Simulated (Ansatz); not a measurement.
# Ga, fcc: how the functional moves the structure

All rows: Ansatz, plane waves with scalar-relativistic PAW, 420 eV (500 eV for the SCAN forms), relaxed under each functional, no dispersion correction, no zero-point motion. B₀ comes from uniform scaling at fixed shape; a dash is a value not given.

```csv
functional,V (Å³/atom),cell,B₀ (GPa),magnetic state,ΔE to alpha-Ga (Cmce) (meV/atom)
r²SCAN,17.92,a = 4.154 Å,62,spin not included,138
PBEsol,17.78,a = 4.143 Å,62,spin not included,18
LDA,17.19,a = 4.096 Å,67,spin not included,50
revPBE,19.50,a = 4.273 Å,46,spin not included,17
RPBE,19.68,a = 4.286 Å,44,spin not included,16
BLYP,21.61,a = 4.422 Å,31,spin not included,86
```

Question: What does PBE give?

Answer: V (Å³/atom): 18.98; cell: a = 4.234 Å; B₀ (GPa): 49; magnetic state: spin not included; ΔE to alpha-Ga (Cmce) (meV/atom): 21.
